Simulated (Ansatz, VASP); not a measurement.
BP in VASP and in Ansatz

```xyz
2
Lattice="0.0000 2.2530 2.2530 2.2530 0.0000 2.2530 2.2530 2.2530 0.0000" Properties=species:S:1:pos:R:3 pbc="T T T"
B     0.0000    0.0000    0.0000
P     1.1265    1.1265    1.1265
```

Alike in both runs: functional r2SCAN; k mesh 10 × 10 × 10; occupations fermi-dirac, width 0.02 eV; no spin polarisation.

Ansatz relaxed the structure, and its values are those at the end. VASP's run is a single point on that final structure, the one shown.

|  | VASP | Ansatz |
| --- | --- | --- |
| version | VASP 6.6.1 | Ansatz 0.2.0 |
| potentials or method | VASP PAW PBE potentials, release 64 (B, P) | PAW plane waves |
| plane-wave cutoff (eV) | 520 | 500 |
| valence electrons in the cell | 8 | 8 |

Ansatz gave:

* gap on the k mesh at the Fermi level (eV): 1.39
* pressure (GPa): 3.6

Question: Which values does VASP return?

Answer: gap on the k mesh at the Fermi level (eV): 1.42; pressure (GPa): 3.0.

With one functional, cell and mesh, what is left measures potentials, basis and numerics. Ansatz warned: «stress_scf_threshold_loose».

Caveats: the PAW data sets were made with another functional, which shifts forces and pressure a little (VASP). r2SCAN opens gaps a little over a GGA but as a rule still falls short of measured ones. A k mesh can miss the band edges.
